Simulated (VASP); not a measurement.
Runs of VASP 6.6.1 on C. The structure is monoclinic, space group C2/m (No. 12). Conventional cell: a = 4.255 Å, b = 2.457 Å, c = 3.765 Å, α = 90.00°, β = 111.49°, γ = 90.00°. Around C (site symmetry m) lie 3 C at 1.42 Å. This is a stacking variant of graphite.

```tsv
potentials or basis	gap on the mesh (eV)	pressure (GPa)	relaxed volume (Å³/atom)	largest force (eV/Å)
VASP PAW PBE potentials, release 64 (C)	1.29	0.0	10.67	-
VASP PAW PBE potentials, release 64 (C_GW)	1.35	0.1	11.00	0.01
VASP PAW PBE potentials, release 54 (C)	1.29	0.0	10.67	-
VASP PAW PBE potentials, release 64 (C_h)	(a)	0.0	9.85	0.01
```

Alike in all rows: task relaxation of cell and atoms; level PBE; no spin polarisation; cell relaxed; k mesh 13 × 13 × 8; cutoff (eV) 900; smearing fermi-dirac 0.05 eV.

Task: Estimate the missing entries.

Result: (a) 1.13.

Caveats: an odd mesh through Γ misses points on the zone boundary, where band edges often lie; the volume moved by over 15 % at a fixed basis, so the end points are rough (some runs); this functional lacks dispersion, which binds the layers, so the pressure and a relaxed spacing across them are unreliable, and here the layers came unbound (some runs); the cutoff is under 1.25 times the usual one of these potentials, so pressure, stress and relaxed cells hold a basis-set (Pulay) error (some runs); this functional lacks dispersion, which binds the layers, so the pressure and a relaxed spacing across them are unreliable (some runs).
